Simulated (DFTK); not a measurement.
**Au in DFTK: the effect of Hubbard term**

Au:

```
Au
1.0
     0.00000    2.03500    2.03500
     2.03500    0.00000    2.03500
     2.03500    2.03500    0.00000
Au
1
Direct
  0.00000 0.00000 0.00000
```

Alike in all runs:

```yaml
Program: DFTK 0.8.2
Task: projected density of states
Functional: LDA
Potentials_or_basis: dojo.nc.sr.lda.v0_4_1.standard.upf (LDA)
Cutoff: 871 eV
k_mesh: 6 × 6 × 6
Occupations: fermi-dirac, width 0.05 eV
Spin: no spin polarisation
Start_of_the_occupations: half filled (the program's default)
Valence_electrons: Au 19
SCF_tolerance_on_the_density: 1e-06
Symmetries_used: no
Gaussian_width_for_the_DOS: 0.15 eV
```

Question: One run gave: pressure 0.1 GPa. Which Hubbard term did it use?
A. Au d U = 4.5 eV
B. Au d U = 1.5 eV
C. Au d U = 8 eV
D. Au d U = 6 eV
E. Au d U = 3 eV

Answer: D.

```tsv
Hubbard term	pressure (GPa)
Au d U = 0 eV	-3.7
Au d U = 1.5 eV	-2.9
Au d U = 3 eV	-2.0
Au d U = 4.5 eV	-1.0
Au d U = 6 eV	0.1
Au d U = 8 eV	2.0
```

Caveats: all runs use coarse meshes; the Hubbard orbitals reach further out than in other programs, which can move energies by up to some tens of meV an atom; U without spin polarisation on a metal has little footing; the U is typed as a test and isn't derived for this compound.
